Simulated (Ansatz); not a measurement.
A run of Ansatz 0.2.0:

Contents of input.yaml:

```yaml
crystal:
  lattice:
    - [3.8313174605, 0.0, 0.0]
    - [-1.9156587303, 3.3180182508, 0.0]
    - [0.0, 0.0, 6.3326220002]
  atoms:
    - { symbol: Si, position: [0.6666666667, 0.3333333333, 0.9369905] }
    - { symbol: Si, position: [0.3333333333, 0.6666666667, 0.4369905] }
    - { symbol: Si, position: [0.6666666667, 0.3333333333, 0.5630095] }
    - { symbol: Si, position: [0.3333333333, 0.6666666667, 0.0630095] }
hamiltonian:
  xc: { exchange: pbe, correlation: pbe, exx: { coeff: 0.25, omega: 0.6 } }
  pseudopotentials: { kind: paw }
kpoints:
  mp_grid: { grid: [4, 4, 2] }
scf:
  occupations: { method: fermi_dirac, width: 0.05 }
output:
  forces: true
  stress: true
  eigenvalues: true
  write_density: true
  write_potential: true
  elf: true
  volumetric_format: npy
```

Potentials or basis: Ansatz PAW.

Run with:

```sh
$ ansatz run input.yaml --threads 2 --pin off --max-ram 5632MiB --backend cpu --events-out ev --progress --plain --runs-dir out
```

Hardware: 2 threads of Arm Neoverse V2 (shared host).

Estimate the wall time of this run.

Wall time 5.3 s on 2 threads of Arm Neoverse V2, on a shared host, peak memory 0.59 GiB. Counts: scf iterations 12, plane waves 1581, k points 8, bands 12.
